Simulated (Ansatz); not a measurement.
One change: `CCC(=O)O` becomes `O=C(O)O[SiH3]`.

Ansatz, PBE0-D4/def2-TZVP geometries, multiplicity 1. Each molecule was computed in one conformer, which needn't be the lowest.

```json
{"property": "HOMO energy (PBE0/def2-TZVPP) / eV", "`CCC(=O)O`": "-8.09"}
{"property": "HOMO–LUMO gap (PBE/def2-TZVPP) / eV", "`CCC(=O)O`": "5.55"}
{"property": "size of the dipole moment (ωB97M-V/def2-TZVPP) / D", "`CCC(=O)O`": "1.63"}
{"property": "zero-point energy (PBE0-D4/def2-TZVP) / kJ/mol", "`CCC(=O)O`": "238.3"}
{"property": "LUMO energy (PBE/def2-TZVPP) / eV", "`CCC(=O)O`": "-0.87"}
{"property": "LUMO energy (PBE0/def2-TZVPP) / eV", "`CCC(=O)O`": "0.30"}
```

Task: Give the same properties after the change, and the shifts. (Best estimate.)

Result: The calculation gave: 
```
                                          property  `O=C(O)O[SiH3]`  shift
                HOMO energy (PBE0/def2-TZVPP) / eV            -8.74  -0.65
               HOMO–LUMO gap (PBE/def2-TZVPP) / eV             6.06   0.51
size of the dipole moment (ωB97M-V/def2-TZVPP) / D             0.40  -1.23
    zero-point energy (PBE0-D4/def2-TZVP) / kJ/mol            145.2  -93.1
                 LUMO energy (PBE/def2-TZVPP) / eV            -0.93  -0.06
                LUMO energy (PBE0/def2-TZVPP) / eV            -0.06  -0.36
```

With PBE0 the HOMO falls by 0.65 eV and the LUMO falls by 0.36 eV, so the gap widens by about 0.29 eV. PBE moves the HOMO by -0.57 eV and ωB97M-V by -0.69 eV. The zero-point energy changes by -93.1 kJ/mol with -6 modes. Dipoles are sizes alone; their direction can turn.

Positive LUMOs are unbound, so they and the gaps depend on the basis.
